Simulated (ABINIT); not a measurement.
Crystal: ZrC.

```xyz
2
Lattice="0.0000 2.3650 2.3650 2.3650 0.0000 2.3650 2.3650 2.3650 0.0000" Properties=species:S:1:pos:R:3 pbc="T T T"
Zr    2.3650    2.3650    2.3650
C     0.0000    0.0000    0.0000
```

Base run:

| Item | Value |
| --- | --- |
| Program | ABINIT 10.8.3 (patched build) |
| Functional | PBEsol |
| Potentials or basis | JTH PAW PBE v2.0 |
| Cutoff | 544 eV |
| k mesh | 8 × 8 × 8 |
| Occupations | fermi-dirac, width 0.05 eV |
| Spin | no spin polarisation |

Its results: band gap on the k mesh none (metal or under the smearing width); pressure -8.7 GPa.

**Question.** The run is repeated on the same cell with these changes: functional from PBEsol to PBE; k mesh from 8 × 8 × 8 to 6 × 6 × 6. What comes out?

**Answer.** Band gap on the k mesh none (metal or under the smearing width); pressure -3.1 GPa.

Several settings changed at once, so the effect can't be laid on one alone.

Caveats: some runs use coarse meshes; the PAW data sets were made with another functional, which shifts forces and pressure a little (some runs).
